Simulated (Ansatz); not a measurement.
# TaN: the cost of one run

Computed with Ansatz 0.2.0 (DFT PBE, scalar-relativistic, plane waves, PAW, unless a step's input says otherwise).

3 further runs of the same task are left out: 3 set aside as unsound or not needed.

**1. Starting point**

The structure is cubic, space group Fm-3m (No. 225). Conventional cell: a = 4.417 Å, b = 4.417 Å, c = 4.417 Å, α = 90.00°, β = 90.00°, γ = 90.00°. Ta (site symmetry m-3m) is surrounded by 6 N at 2.21 Å. N (site symmetry m-3m) has 6 Ta at 2.21 Å as nearest neighbours.

Structure file:

```xyz
2
Lattice="0.0000 2.2086 2.2086 2.2086 0.0000 2.2086 2.2086 2.2086 0.0000" Properties=species:S:1:pos:R:3 pbc="T T T"
Ta    2.2086    2.2086    2.2086
N     0.0000    0.0000    0.0000
```

This cell was relaxed beforehand with the same method: volume 10.77 Å³/atom, gap on the mesh none (metal).

**2. The bulk in the cell of the plane**

The input, input.yaml:

```yaml
crystal:
  lattice:
    - [3.1234812532, 0.0, 0.0]
    - [-1.5617406266, 2.7050141135, 0.0]
    - [1.5617406266, 0.9016713712, 2.5503117638]
  atoms:
    - { symbol: Ta, position: [0.0, 0.5, 0.5] }
    - { symbol: "N", position: [0.0, 0.0, 0.0] }
basis:
  ecutwfc: 420
kpoints:
  mp_grid: { grid: [12, 12, 13] }
hamiltonian:
  xc: pbe
scf:
  occupations: { method: gaussian, width: 0.1 }
output:
  forces: true
  stress: true
  eigenvalues: true
```

Command:

```sh
$ ansatz run input.yaml --threads 1 --pin off --max-ram 2560MiB --backend cpu --events-out ev --progress --plain --runs-dir out
```

What time and memory should one allow on 1 thread of Arm Neoverse V1, shared host?

About 11 s, with a peak of 0.42 GiB.
